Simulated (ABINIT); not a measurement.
PbSe (Clausthalite):

```
Pb Se
1.0
     0.00000    3.06065    3.06065
     3.06065    0.00000    3.06065
     3.06065    3.06065    0.00000
Pb Se
1 1
Cartesian
  0.0000 0.0000 0.0000
  3.0606 3.0606 3.0606
```

```yaml
Program: ABINIT 10.8.3 (patched build)
Task: relaxation of cell and atoms
Functional: PBE
Potentials_or_basis: JTH PAW PBE v2.0
Cutoff: 599 eV
k_mesh: 6 × 6 × 6
Occupations: fermi-dirac, width 0.05 eV
Spin: spin-orbit coupling, no magnetisation
```

At the start: pressure 1.9 GPa; volume 28.67 Å³/atom.

Q: How do energy, volume and symmetry change on relaxing?

A: Over 4 steps the energy falls by 6.7 meV/atom and the volume is 29.84 Å³/atom (+4.1 %); space group Fm-3m (No. 225, to 0.05 Å).

The path:
| step | energy change (eV) | largest force (eV/Å) | pressure (GPa) | volume (Å³) |
| --- | --- | --- | --- | --- |
| 1 | 0.0000 | 0.0000 | 1.91 | 57.34 |
| 2 | -0.0037 | 0.0000 | 1.61 | 57.68 |
| 3 | -0.0134 | 0.0000 | 0.08 | 59.57 |
| 4 | -0.0134 | 0.0000 | 0.00 | 59.67 |

Final structure:
```cif
data_structure
_symmetry_space_group_name_H-M 'P 1'
_symmetry_Int_Tables_number 1
_cell_length_a 4.3863
_cell_length_b 4.3863
_cell_length_c 4.3863
_cell_angle_alpha 60.000
_cell_angle_beta 60.000
_cell_angle_gamma 60.000
_cell_volume 59.67
loop_
_atom_site_label
_atom_site_type_symbol
_atom_site_fract_x
_atom_site_fract_y
_atom_site_fract_z
_atom_site_occupancy
Pb1 Pb 0.00000 0.00000 0.00000 1
Se1 Se 0.50000 0.50000 0.50000 1
```

The cell as given is a measured one (28.67 Å³/atom); PBE puts the equilibrium volume +4.1 % from it, thermal expansion not counted.
